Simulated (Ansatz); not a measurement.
# Zr3Si2: properties at the relaxed cell

The task here is to estimate one member of a computed series from the others.

Computed with Ansatz 0.2.0 (DFT PBEsol, scalar-relativistic, plane waves, PAW, unless a step's input says otherwise).

1 further run of the same task is left out (set aside as unsound or not needed).

### The starting structure

Symmetry: P4/mbm, No. 127, tetragonal system. Conventional cell: a = 7.066 Å, b = 7.066 Å, c = 3.644 Å, α = 90.00°, β = 90.00°, γ = 90.00°. Zr (site symmetry m2m) has 6 Si at 2.73 to 2.80 Å as nearest neighbours. Zr (site symmetry 4/m) is surrounded by 4 Si at 2.80 Å and 8 Zr at 3.18 Å. Si (site symmetry m2m) has 1 Si at 2.45 Å and 8 Zr at 2.73 to 2.80 Å as nearest neighbours.

As a file:

```cif
data_structure
_symmetry_space_group_name_H-M 'P 1'
_symmetry_Int_Tables_number 1
_cell_length_a 7.0656
_cell_length_b 7.0656
_cell_length_c 3.6445
_cell_angle_alpha 90.000
_cell_angle_beta 90.000
_cell_angle_gamma 90.000
_cell_volume 181.94
loop_
_atom_site_label
_atom_site_type_symbol
_atom_site_fract_x
_atom_site_fract_y
_atom_site_fract_z
_atom_site_occupancy
Zr1 Zr 0.17448 0.67448 0.50000 1
Zr2 Zr 0.82552 0.32552 0.50000 1
Zr3 Zr 0.32552 0.17448 0.50000 1
Zr4 Zr 0.67448 0.82552 0.50000 1
Zr5 Zr 0.00000 0.00000 0.00000 1
Zr6 Zr 0.50000 0.50000 0.00000 1
Si1 Si 0.62239 0.12239 0.00000 1
Si2 Si 0.37761 0.87761 0.00000 1
Si3 Si 0.87761 0.62239 0.00000 1
Si4 Si 0.12239 0.37761 0.00000 1
```

It goes back to an entry of the Materials Project, which need not be the stable form.

This cell was relaxed beforehand with the same method: volume 18.19 Å³/atom, gap on the mesh none (metal).

Set-up of the first run:

input.yaml reads:

```yaml
crystal:
  lattice:
    - [6.9942034742, 0.0, 0.0]
    - [0.0, 6.9942034742, 0.0]
    - [0.0, 0.0, 3.6076751748]
  atoms:
    - { symbol: Zr, position: [0.1744786434, 0.6744786434, 0.5] }
    - { symbol: Zr, position: [0.8255213566, 0.3255213566, 0.5] }
    - { symbol: Zr, position: [0.3255213566, 0.1744786434, 0.5] }
    - { symbol: Zr, position: [0.6744786434, 0.8255213566, 0.5] }
    - { symbol: Zr, position: [0.0, 0.0, 0.0] }
    - { symbol: Zr, position: [0.5, 0.5, 0.0] }
    - { symbol: Si, position: [0.6223900186, 0.1223900186, 0.0] }
    - { symbol: Si, position: [0.3776099814, 0.8776099814, 0.0] }
    - { symbol: Si, position: [0.8776099814, 0.6223900186, 0.0] }
    - { symbol: Si, position: [0.1223900186, 0.3776099814, 0.0] }
basis:
  ecutwfc: 420
kpoints:
  mp_grid: { grid: [6, 6, 10] }
hamiltonian:
  xc: pbesol
scf:
  occupations: { method: gaussian, width: 0.1 }
output:
  forces: true
  stress: true
  eigenvalues: true
relax:
  adjacent_minimum: "off"
  f_tol: 0.01
  max_steps: 30
  cell: { stress_tol: 0.1, fix: [volume] }
```

The run is started by

```
ansatz run input.yaml --threads 2 --pin off --max-ram 5120MiB --backend cpu --events-out ev --progress --plain --runs-dir out
```

Among the steps run: The cell scaled to 0.97 of its volume; Volume × 1.03; Point at V/V0 = 0.94; Volume × 1.06; Volume × 0.91; The cell scaled to 1.10 of its volume; Point at V/V0 = 0.88.

One of the session's tables, all rows but one given; the rest of the session is left out.

It belongs to the step «Energy against volume». 

| volume (Å³/atom) | energy above the lowest point (meV/atom) | pressure (GPa) |
| --- | --- | --- |
| 16.011 | 141.8 | 23.16 |
| 16.557 | 75.5 | 16.01 |
| 17.103 | 31.8 | 9.86 |
| 17.648 | 7.5 | 4.57 |
| 18.194 | 0.0 | 0.01 |
| 18.740 | 6.9 | -3.91 |
| 19.286 | ? | ? |
| 20.014 | 68.3 | -11.07 |

Estimate the missing values for volume (Å³/atom) = 19.286.

Worked estimate for «energy above the lowest point (meV/atom)». A straight line through the neighbours (18.740, 6.9) and (20.014, 68.3) gives 6.9 + (68.3 − 6.9) × (19.286 − 18.740) / (20.014 − 18.740) = 33.2; a parabola fitted to 3 rows on both sides gives 25.4.

As computed: energy above the lowest point (meV/atom): 26.3; pressure (GPa): -7.29. In «energy above the lowest point (meV/atom)» the line misses by +6.9 and the parabola by -0.9.
